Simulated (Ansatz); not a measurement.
# How fast states decay through KF

Wanted: the complex bands of KF across its gap.

Main program and level: Ansatz 0.2.0; PBE DFT, plane waves, PAW files, in the first sound run; inputs show where later runs differ.

Most raw output is cut from this account.

## Step 1: The starting structure

The structure is cubic, space group Pm-3m (No. 221). The conventional cell has a = 3.259 Å, b = 3.259 Å, c = 3.259 Å, α = 90.00°, β = 90.00°, γ = 90.00°. Nearest to K lie 8 F at 2.82 Å. Nearest to F lie 8 K at 2.82 Å. Farther neighbours and most contacts between anions are not listed.

## Step 2: Band edges

The energy window and the wavevectors of the next steps follow from the band edges, so these are searched first, off the mesh as well.

The input, input.yaml:

```yaml
crystal:
  lattice:
    - [3.258955, 0.0, 0.0]
    - [0.0, 3.258955, 0.0]
    - [0.0, 0.0, 3.258955]
  atoms:
    - { symbol: K, position: [0.0, 0.0, 0.0] }
    - { symbol: F, position: [0.5, 0.5, 0.5] }
kpoints:
  mp_grid: { grid: [7, 7, 7] }
  band_path: { path: [VBM, CBM], npoints: 30 }
scf:
  occupations: { method: fixed }
hamiltonian:
  xc: pbe
output:
  eigenvalues: true
```

Started as:

```sh
$ ansatz run input.yaml --threads 2 --pin off --max-ram 4096MiB --backend cpu --events-out ev --progress --plain --runs-dir out
```

The job ended after 1.7 s (2 threads of Arm Neoverse N1, shared host; peak memory 0.24 GiB; 3 s of CPU time).

This step gave:

```
free energy         : -2348.5971 eV
Fermi energy        : 2.652 eV
gap on the k-mesh   : 6.290 eV
gap on path         : 6.274 eV, by band count; negative where bands overlap
direct gap on path  : 6.325 eV
edge places on path : 0, 1.363 1/A along the path
```

Electronic bands along the path, in eV, zero at the Fermi level (highest filled level under fixed occupations); v1 is the highest filled band, c1 the lowest empty one:

```csv
point,v3,v2,v1,c1
VBM,-0.60,-0.60,0.02,8.49
halfway,-0.67,-0.36,-0.08,8.46
CBM,-0.04,-0.04,-0.04,6.29
```

The searched edges give 6.27 eV, against 6.29 eV on the mesh.

## Step 3: Complex bands

This step: PBE DFT, plane waves, PAW files; complex bands by layer matching along the plane's normal (Ansatz 0.2.0).

The same crystal is laid in a cell whose first two vectors span the (001) plane (indices of the standard conventional cell, whose axes can be ordered otherwise than in the bulk input). At fixed energy and wavevector in the plane the solver finds all kz, real and complex. A few wavevectors are listed, (0, 0), (0, -0.5) and (-0.5, -0.5) in units of the plane's reciprocal vectors; the slowest state needn't be among them.

input.yaml, the sections that differ from step 2:

```yaml
kpoints:
  mp_grid: { grid: [7, 7, 7] }
output:
  eigenvalues: true
  transmission:
    leads: [[0, 0]]
    kpoints: [[0.0, 0.0], [0.0, -0.5], [-0.5, -0.5]]
    e_range: [-1.0, 7.27]
    de: 0.17
# crystal, scf, hamiltonian: as in step 2
```

Wall time 6.2 s (2 threads); peak memory 0.3 GiB; 12 s of CPU time.

Numbers from this step:

```yaml
level_to_which_the_leads_are_filled: 3.145 eV from the Fermi level
decay_constant_at_the_filling_level_zone_centre: 0.5142 Å⁻¹
decay_constant_at_the_filling_level_slowest_listed_point: 0.5142 Å⁻¹
```

K parallel (0, 0); values up to 1.5 1/Å, a degenerate pair printed once or twice; energies at which all values exceed this have no row. Table of Im kz of the slowest decaying states by energy, zero at the highest filled level on the SCF mesh:

```csv
energy (eV),decay 1 (Å⁻¹),decay 2 (Å⁻¹),decay 3 (Å⁻¹),decay 4 (Å⁻¹)
-1.00,0.831,0.968,-,-
-0.66,0.823,0.854,-,-
-0.32,0.611,0.816,-,-
0.02,0.121,0.427,0.807,-
0.36,0.298,0.798,0.982,1.39
0.70,0.382,0.788,1.26,-
1.04,0.435,0.778,1.30,-
1.21,0.454,0.773,1.31,-
1.55,0.484,0.762,1.33,1.49
1.89,0.503,0.751,1.35,1.45
2.23,0.515,0.739,1.35,1.42
2.57,0.519,0.727,1.36,1.38
2.91,0.517,0.715,1.35,1.36
3.25,0.510,0.702,1.31,1.36
3.59,0.497,0.688,1.27,1.36
3.93,0.479,0.674,1.23,1.35
4.27,0.455,0.658,1.19,1.35
4.61,0.425,0.640,1.14,1.34
4.95,0.389,0.621,1.10,1.33
5.12,0.367,0.610,1.07,1.33
5.46,0.316,0.586,1.02,1.32
5.80,0.248,0.560,0.966,1.31
6.14,0.140,0.530,0.907,1.29
6.48,0.495,0.842,1.28,-
6.82,0.454,0.769,1.26,-
7.16,0.406,0.686,1.25,-
```

K parallel (0, -0.5); values up to 1.5 1/Å, a degenerate pair printed once or twice; energies at which all values exceed this have no row. Table of Im kz of the slowest decaying states by energy, zero at the highest filled level on the SCF mesh:

```csv
energy (eV),decay 1 (Å⁻¹),decay 2 (Å⁻¹),decay 3 (Å⁻¹),decay 4 (Å⁻¹)
-1.00,0.577,1.01,1.06,1.16
-0.66,0.239,0.856,1.07,1.12
-0.32,0.409,0.570,1.07,1.08
0.02,0.106,0.328,0.574,1.05
0.36,0.513,0.679,0.697,1.01
0.70,0.611,0.754,0.859,0.985
1.04,0.674,0.810,0.953,0.958
1.21,0.699,0.833,0.946,0.987
1.55,0.738,0.871,0.921,1.03
1.89,0.769,0.898,0.900,1.02
2.23,0.792,0.876,0.923,1.00
2.57,0.810,0.855,0.940,0.985
2.91,0.824,0.833,0.952,0.965
3.25,0.812,0.835,0.944,0.960
3.59,0.790,0.843,0.920,0.965
3.93,0.768,0.849,0.896,0.966
4.27,0.746,0.852,0.869,0.965
4.61,0.723,0.840,0.854,0.960
4.95,0.699,0.809,0.853,0.953
5.12,0.686,0.793,0.853,0.948
5.46,0.661,0.758,0.850,0.936
5.80,0.634,0.720,0.845,0.922
6.14,0.605,0.679,0.840,0.904
6.48,0.574,0.633,0.832,0.882
6.82,0.542,0.583,0.824,0.856
7.16,0.506,0.525,0.813,0.824
```

K parallel (-0.5, -0.5); values up to 1.5 1/Å, a degenerate pair printed once or twice; energies at which all values exceed this have no row. Im kz of the slowest decaying states against energy, zero at the highest filled level on the SCF mesh:

```csv
energy (eV),decay 1 (Å⁻¹),decay 2 (Å⁻¹),decay 3 (Å⁻¹),decay 4 (Å⁻¹)
-1.00,0.848,-,-,-
-0.66,0.842,-,-,-
-0.15,0.574,0.831,-,-
0.02,0.0408,0.654,0.827,-
0.19,0.226,0.719,0.823,-
0.70,0.407,0.810,0.872,-
1.04,0.472,0.800,0.956,-
1.38,0.518,0.790,1.04,-
1.89,0.566,0.772,1.19,1.45
2.23,0.588,0.759,1.32,-
2.74,0.610,0.739,1.31,-
3.08,0.619,0.724,1.31,-
3.42,0.624,0.708,1.30,-
3.93,0.625,0.682,1.29,-
4.27,0.622,0.663,1.28,-
4.78,0.611,0.633,1.26,-
5.12,0.600,0.611,1.25,-
5.46,0.586,0.587,1.23,-
5.97,0.549,0.557,1.20,-
6.31,0.520,0.532,1.19,-
6.82,0.473,0.486,1.15,-
7.16,0.437,0.446,1.13,-
```

At the listed wavevectors the last open channel is at -0.15 eV and the next at +6.31 eV on the grid. At +3.08 eV, the grid energy nearest the filling level (the middle of the gap on the SCF mesh), the slowest state at the listed wavevectors decays with κ = 0.514 Å⁻¹, its amplitude falling by e over 1.9 Å. Through 1 nm of this crystal that state's transmission falls by exp(−2 × 0.514 Å⁻¹ × 10 Å) = 3.4e-5.

## Step 4: Decay over the two-dimensional zone

The listed points could miss the slowest state, so one energy near mid-gap is solved on a mesh of 12×12.

input.yaml, the sections that differ from step 3:

```yaml
output:
  eigenvalues: true
  transmission: { leads: [[0, 0]], kmesh: [12, 12], e_range: [3.14, 3.15], de: 0.05 }
# crystal, kpoints, scf, hamiltonian: as in step 3
```

Run time: 5.2 s. Hardware: 2 threads; peak memory 0.29 GiB.

Numbers from this step:

```
least decay constant on the mesh : 0.5128 Å⁻¹
```

Slowest decay constant (1/Å; 0 where a channel is open) over k1 and k2. At 3.1400 eV from the Fermi level.

Values, 12 rows by 12 columns:
```
0.636 0.646 0.678 0.729 0.780 0.802 0.804 0.802 0.780 0.729 0.678 0.646
0.681 0.678 0.683 0.706 0.743 0.769 0.772 0.769 0.743 0.706 0.683 0.678
0.742 0.729 0.706 0.693 0.696 0.705 0.710 0.705 0.696 0.693 0.706 0.729
0.793 0.780 0.743 0.696 0.654 0.625 0.615 0.625 0.654 0.696 0.743 0.780
0.816 0.802 0.769 0.705 0.625 0.563 0.540 0.563 0.625 0.705 0.769 0.802
0.819 0.804 0.772 0.710 0.615 0.540 0.513 0.540 0.615 0.710 0.772 0.804
0.816 0.802 0.769 0.705 0.625 0.563 0.540 0.563 0.625 0.705 0.769 0.802
0.793 0.780 0.743 0.696 0.654 0.625 0.615 0.625 0.654 0.696 0.743 0.780
0.742 0.729 0.706 0.693 0.696 0.705 0.710 0.705 0.696 0.693 0.706 0.729
0.681 0.678 0.683 0.706 0.743 0.769 0.772 0.769 0.743 0.706 0.683 0.678
0.636 0.646 0.678 0.729 0.780 0.802 0.804 0.802 0.780 0.729 0.678 0.646
0.620 0.636 0.681 0.742 0.793 0.816 0.819 0.816 0.793 0.742 0.681 0.636
```
Columns: k1 (b1) from -0.5 to 0.417; rows upwards: k2 (b2) from -0.5 to 0.417.

The least value on the mesh is 0.513 Å⁻¹ at +3.14 eV. At that energy the listed points give about 0.513 Å⁻¹ by interpolation, so the mesh holds no clearly slower state.

## Step 5: Band edges under strain, strain -0.02

This step: PBE DFT, plane waves, PAW files (Ansatz 0.2.0).

The edges again under strain -0.02, with the ions at fixed fractions.

The input, input.yaml:

```yaml
crystal:
  lattice:
    - [3.1937759, 0.0, 0.0]
    - [0.0, 3.1937759, 0.0]
    - [0.0, 0.0, 3.258955]
  atoms:
    - { symbol: K, position: [0.0, 0.0, 0.0] }
    - { symbol: F, position: [0.5, 0.5, 0.5] }
kpoints:
  mp_grid: { grid: [7, 7, 7] }
  band_path: { path: [VBM, CBM], npoints: 30 }
scf:
  occupations: { method: fixed }
hamiltonian:
  xc: pbe
output:
  eigenvalues: true
```

Wall time 2.7 s (2 threads); peak memory 0.25 GiB; 4.8 s of CPU time.

Numbers from this step:

| Quantity | Value |
| --- | --- |
| free energy | -2348.5887 eV |
| Fermi energy | 2.998 eV |
| gap on the k-mesh | 6.550 eV |
| gap on path | 6.534 eV, by band count; negative where bands overlap |
| direct gap on path | 6.577 eV |
| edge places on path | 0, 1.377 1/A along the path |

Electronic bands along the path, in eV, zero at the Fermi level (highest filled level under fixed occupations); v1 is the highest filled band, c1 the lowest empty one:

```csv
point,v3,v2,v1,c1
VBM,-0.64,-0.61,0.02,8.63
halfway,-0.73,-0.39,-0.08,8.68
CBM,-0.10,-0.03,-0.03,6.55
```

The searched edges give 6.53 eV, against 6.55 eV on the mesh.

## Step 6: Complex bands under strain, strain -0.02

This step: PBE DFT, plane waves, PAW files; complex bands by layer matching along the plane's normal (Ansatz 0.2.0).

The complex bands of the strained cell.

input.yaml, the sections that differ from step 5:

```yaml
kpoints:
  mp_grid: { grid: [7, 7, 7] }
output:
  eigenvalues: true
  transmission:
    leads: [[0, 0]]
    kpoints: [[0.0, 0.0], [0.0, -0.5]]
    e_range: [-1.0, 7.53]
    de: 0.17
# crystal, scf, hamiltonian: as in step 5
```

Run time: 4.7 s. Hardware: 2 threads; peak memory 0.3 GiB.

This step gave:

```
level to which the leads are filled                       : 3.275 eV from the Fermi level
decay constant at the filling level, zone centre          : 0.5206 Å⁻¹
decay constant at the filling level, slowest listed point : 0.5206 Å⁻¹
```

K parallel (0, 0); values up to 1.5 1/Å, a degenerate pair printed once or twice; energies at which all values exceed this have no row. Table of Im kz of the slowest decaying states by energy, zero at the highest filled level on the SCF mesh:

```csv
energy (eV),decay 1 (Å⁻¹),decay 2 (Å⁻¹),decay 3 (Å⁻¹),decay 4 (Å⁻¹)
-1.00,0.838,0.936,-,-
-0.66,0.815,0.831,-,-
-0.32,0.559,0.823,-,-
0.02,0.171,0.360,0.815,-
0.36,0.316,0.806,0.872,-
0.70,0.392,0.796,1.17,1.39
1.04,0.443,0.786,1.32,-
1.38,0.477,0.775,1.34,-
1.72,0.501,0.763,1.36,1.48
2.06,0.516,0.751,1.37,1.45
2.40,0.525,0.739,1.38,1.41
2.74,0.527,0.726,1.38,1.38
3.08,0.524,0.713,1.34,1.38
3.42,0.516,0.699,1.30,1.38
3.76,0.503,0.684,1.26,1.38
4.10,0.485,0.668,1.22,1.37
4.44,0.462,0.650,1.18,1.37
4.78,0.433,0.631,1.13,1.36
5.12,0.399,0.610,1.09,1.35
5.46,0.356,0.586,1.04,1.34
5.80,0.301,0.559,0.982,1.33
6.14,0.228,0.529,0.924,1.32
6.48,0.0959,0.493,0.860,1.31
6.82,0.453,0.788,1.29,-
7.16,0.405,0.706,1.28,-
7.50,0.346,0.609,1.26,-
```

K parallel (0, -0.5); values up to 1.5 1/Å, a degenerate pair printed once or twice; energies at which all values exceed this have no row. Table of Im kz of the slowest decaying states by energy, zero at the highest filled level on the SCF mesh:

```csv
energy (eV),decay 1 (Å⁻¹),decay 2 (Å⁻¹),decay 3 (Å⁻¹),decay 4 (Å⁻¹)
-1.000,0.638,0.983,1.02,1.19
-0.490,0.302,0.746,1.03,1.13
0.020,0.101,0.423,0.578,1.04
0.530,0.623,0.717,0.794,1.03
1.040,0.718,0.807,0.955,0.983
1.550,0.775,0.867,0.945,1.02
2.060,0.814,0.909,0.910,1.00
2.570,0.840,0.876,0.936,0.977
3.080,0.844,0.857,0.949,0.953
3.420,0.822,0.865,0.929,0.960
3.930,0.789,0.873,0.894,0.963
4.440,0.755,0.855,0.877,0.959
4.950,0.720,0.812,0.876,0.949
5.460,0.682,0.763,0.872,0.933
5.970,0.642,0.708,0.865,0.909
6.480,0.598,0.644,0.855,0.878
6.990,0.550,0.570,0.836,0.842
7.500,0.48,0.496,0.779,0.826
```

At the listed wavevectors the last open channel is at -0.15 eV and the next at +6.65 eV on the grid. At +3.25 eV, the grid energy nearest the filling level (the middle of the gap on the SCF mesh), the slowest state at the listed wavevectors decays with κ = 0.521 Å⁻¹, its amplitude falling by e over 1.9 Å; the first such run, plane (001), gave 0.514 Å⁻¹ over as many of its listed wavevectors.

## Step 7: Band edges under strain, strain 0.02

This step: PBE DFT, plane waves, PAW files (Ansatz 0.2.0).

The edges again under strain +0.02, with the ions at fixed fractions.

The input, input.yaml:

```yaml
crystal:
  lattice:
    - [3.3241341, 0.0, 0.0]
    - [0.0, 3.3241341, 0.0]
    - [0.0, 0.0, 3.258955]
  atoms:
    - { symbol: K, position: [0.0, 0.0, 0.0] }
    - { symbol: F, position: [0.5, 0.5, 0.5] }
kpoints:
  mp_grid: { grid: [7, 7, 7] }
  band_path: { path: [VBM, CBM], npoints: 30 }
scf:
  occupations: { method: fixed }
hamiltonian:
  xc: pbe
output:
  eigenvalues: true
```

Wall time 2.9 s (2 threads); peak memory 0.25 GiB.

Numbers from this step:

| Property | Result |
| --- | --- |
| free energy | -2348.5893 eV |
| Fermi energy | 2.396 eV |
| gap on the k-mesh | 5.980 eV |
| gap on path | 5.966 eV, by band count; negative where bands overlap |
| direct gap on path | 6.019 eV |
| edge places on path | 0, 1.337 1/A along the path |

Electronic bands along the path, in eV, zero at the Fermi level (highest filled level under fixed occupations); v1 is the highest filled band, c1 the lowest empty one:

```csv
point,v3,v2,v1,c1
VBM,-0.63,-0.63,0.01,8.44
halfway,-0.69,-0.40,-0.07,8.11
CBM,-0.11,-0.11,-0.04,5.98
```

The searched edges give 5.97 eV, against 5.98 eV on the mesh.

## Step 8: Complex bands under strain, strain 0.02

This step: PBE DFT, plane waves, PAW files; complex bands by layer matching along the plane's normal (Ansatz 0.2.0).

input.yaml, the sections that differ from step 7:

```yaml
kpoints:
  mp_grid: { grid: [7, 7, 7] }
output:
  eigenvalues: true
  transmission:
    leads: [[0, 0]]
    kpoints: [[0.0, 0.0], [-0.5, -0.5]]
    e_range: [-1.0, 6.97]
    de: 0.16
# crystal, scf, hamiltonian: as in step 7
```

It took 5.2 s on 2 threads; peak memory 0.3 GiB.

This step gave:

```
level to which the leads are filled                       : 2.990 eV from the Fermi level
decay constant at the filling level, zone centre          : 0.5043 Å⁻¹
decay constant at the filling level, slowest listed point : 0.5043 Å⁻¹
```

K parallel (0, 0); values up to 1.5 1/Å, a degenerate pair printed once or twice; energies at which all values exceed this have no row. The Im kz of the slowest decaying states by energy, zero at the highest filled level on the SCF mesh:

```csv
energy (eV),decay 1 (Å⁻¹),decay 2 (Å⁻¹),decay 3 (Å⁻¹),decay 4 (Å⁻¹)
-1.00,0.822,0.983,-,-
-0.68,0.815,0.875,-,-
-0.20,0.129,0.804,1.46,-
-0.04,0.0156,0.512,0.800,1.40
0.12,0.200,0.795,0.872,1.32
0.60,0.363,0.782,1.23,-
0.92,0.419,0.772,1.27,-
1.40,0.471,0.757,1.31,1.48
1.72,0.492,0.747,1.32,1.45
2.20,0.509,0.731,1.33,1.40
2.52,0.511,0.721,1.34,1.37
2.84,0.508,0.710,1.33,1.34
3.32,0.493,0.692,1.28,1.34
3.64,0.476,0.680,1.24,1.33
4.12,0.442,0.660,1.18,1.33
4.44,0.411,0.644,1.14,1.32
4.92,0.353,0.618,1.07,1.31
5.24,0.301,0.597,1.03,1.30
5.72,0.184,0.561,0.951,1.28
6.04,0.533,0.895,1.27,-
6.52,0.483,0.801,1.25,-
6.84,0.443,0.729,1.23,-
```

[end of part 1 of 2]

[Logs are printed without paths, hosts, clocks, repeated set-up lines and the standing remarks that a program may print on its own settings, such as how far it seeks lower states.]

[Hosts, paths, dates, database ids (printed as entryN), source tags and the programs' standing remarks are cut or masked in the printed files.]
